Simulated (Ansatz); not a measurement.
## Li₂Se in Ansatz, settings compared

The command:

```bash
ansatz run input.yaml --threads 1 --pin off --max-ram 2560MiB --backend cpu --events-out ev --progress --plain --runs-dir out
```

input.yaml:

```yaml
crystal:
  lattice:
    - [0.0, 3.042555, 3.042555]
    - [3.042555, 0.0, 3.042555]
    - [3.042555, 3.042555, 0.0]
  atoms:
    - { symbol: Li, position: [0.25, 0.25, 0.25] }
    - { symbol: Li, position: [0.75, 0.75, 0.75] }
    - { symbol: Se, position: [0.0, 0.0, 0.0] }
  symmetry: { tolerance: 0.0003 }
kpoints:
  mp_grid: { grid: [5, 5, 5], shift: [0, 0, 0] }
magnetization:
  spin_polarized: false
scf:
  occupations: { method: fermi_dirac }
hamiltonian:
  pseudopotentials: { kind: paw }
  xc: r2scan
basis:
  ecutwfc: 500
output:
  forces: true
  stress: true
  eigenvalues: true
```

Origin of the cell: a database entry, scaled a little.

The smearing width isn't typed, so it takes its default of 0.1 eV.

Output of this run (shortened):

```
Pseudopotentials: kind: paw
Pseudopotential: Li, paw, valence charge 3, recommended cutoff 500 eV (meta_gga), Li.paw.azcp
Pseudopotential: Se, paw, valence charge 16, recommended cutoff 500 eV (meta_gga), Se.paw.azcp
Functional definition: r2SCAN
  exchange = r2scan_x(k0 = k0, k1 = k1, a1 = a1)
  correlation = r2scan_c
Crystal: 3 atoms, lattice volume = 56.331 Å³
Basis set: ecut = 500 eV, 1459 PW (Γ), exchange–correlation on 128×128×128 points (64 copies of the dense FFT grid, shifted against one another)
Bands: 15, of which v1, the nominal top of the filled ones, is band 11 counted from 1 (10 counted from 0)
Symmetry: 48 space group operations
Space group: Fm-3m (ITA 225), of the structure as read, at distance tolerance 1.2e-3 Å
[… 6 lines left out …]
Initial density: superposition of atomic densities (neutral atoms: chi_scale 0, normalization atom), corrected by the library's trained network
Functional: x = r2scan, c = r2scan; τ floored in thin density (d = 2e-4 eV/Å³)
SCF iter   1: F=—  HF=-5892.613603 eV  Δρ=3.59e-3  dr2=1.12e-2  dr2_τ=6.59e-3
SCF iter   2: F=—  HF=-5892.666247 eV  Δρ=1.52e-3  dr2=8.18e-4  dr2_τ=1.12e-4
SCF iter   3: F=—  HF=-5892.666650 eV  Δρ=6.67e-4  dr2=1.89e-4  dr2_τ=5.79e-6
SCF iter   4: F=—  HF=-5892.666730 eV  Δρ=4.95e-5  dr2=1.43e-6  dr2_τ=5.32e-8
SCF iter   5: F=—  HF=-5892.666730 eV  Δρ=9.49e-6  dr2=3.46e-8  dr2_τ=1.91e-9
SCF iter   6: F=-5892.666730 eV  HF=-5892.666730 eV  Δρ=3.77e-6  dr2=4.11e-9  dr2_τ=3.12e-10
SCF 1 converged in 6 iterations: F = -5892.666730 eV  dr2 = 4.11e-9
SCF converged after 6 iterations
Free energy (F): -5892.666730 eV
Harris-Foulkes:  -5892.666730 eV  (|F-HF|=7.32e-9)
Internal energy: -5892.666730 eV  (E = F + TS)
E sigma→0 (E₀):  -5892.666730 eV
Fermi energy:    4.692253 eV
--- Per-component energies (eV) ---
  E_band       = -615.490790
  E_kinetic    = 163.920453
  E_local      = -3060.909704  (includes V_loc(G=0)·N_el)
  E_nonlocal   = -662.606329
  E_hartree    = 1449.398720
  E_xc         = -120.540658
  E_vxc        = -137.382560  (∫ρ·V_xc dr)
  E_paw        = -1968.397049  (= ΣΔE_a)
  E_vpaw       = 175.591132  (= ΣTr[D̂ρ^β])
  E_aug_tail   = -0.000422  (compensation charges beyond the density's cutoff)
  E_vtau       = 7.098818  (kinetic-family band-sum trace: ∫τ·v_τ [+ j·A + Jᵃ·Aᵃ] dr)
  E_ewald      = -1691.766971
  E_core_change = -1.764770  (= ΣΔE_core)
  E_smearing   = -0.000000  (= −TS)
  Σ components = -5892.666730   (vs F -5892.666730, Δ=0.00e0)
--- Forces (eV/Å), atoms counted from 1 ---
  atom   1  Li     0.000000    -0.000000     0.000000
  atom   2  Li     0.000000    -0.000000    -0.000000
  atom   3  Se    -0.000000     0.000000     0.000000
  max |Σ_I F_I| component: 1.85e-17 eV/Å
--- Stress (GPa, compression-positive) ---
       -1.580907      -0.000000      -0.000000
       -0.000000      -1.580907      -0.000000
        0.000000      -0.000000      -1.580907
  P = ⅓ Tr σ = -1.5809 GPa (-15.809 kbar)
```

The same input was run again with these changes:

1. `basis.ecutrho_ratio` default → 9
2. `scf.mixing.algorithm` default → anderson; `scf.mixing.beta` default → 0.9; `kpoints.mp_grid.grid` [5, 5, 5] → [2, 2, 2]
3. `scf.occupations.method` fermi_dirac → gaussian; `scf.occupations.width` default → 0.3
4. `hamiltonian.xc` r2scan → lda; `scf.algorithm` default → density_mixing; `scf.eigensolver.kind` default → davidson

| run | end | SCF iterations | P (GPa) | max force component (eV/Å) | moment (μB) | ΔE(σ→0) (meV/atom) |
| --- | --- | --- | --- | --- | --- | --- |
| base | converged | 6 | -1.58 | 0.000 | – | 0 |
| 1 | converged | 6 | -1.58 | 0.000 | – | 0.00 |
| 2 | converged | 6 | 0.70 | 0.000 | – | 187.14 |
| 3 | converged | 6 | -1.58 | 0.000 | – | 0.00 |
| 4 | converged | 6 | -3.61 | 0.000 | – | – |

Energies are compared only where functional, datasets, charge and starting cell are the same.

Not properties of the system: run 2 (too coarse or loose: `kpoints.mp_grid.grid` = [2, 2, 2]).

Run 3: wide smearing.

Time of the base run: 1.2 s on 1 thread of AMD EPYC 9R45 96-Core Processor (Zen 5), on a shared host, peak memory 0.49 GiB, from the program's own first density.
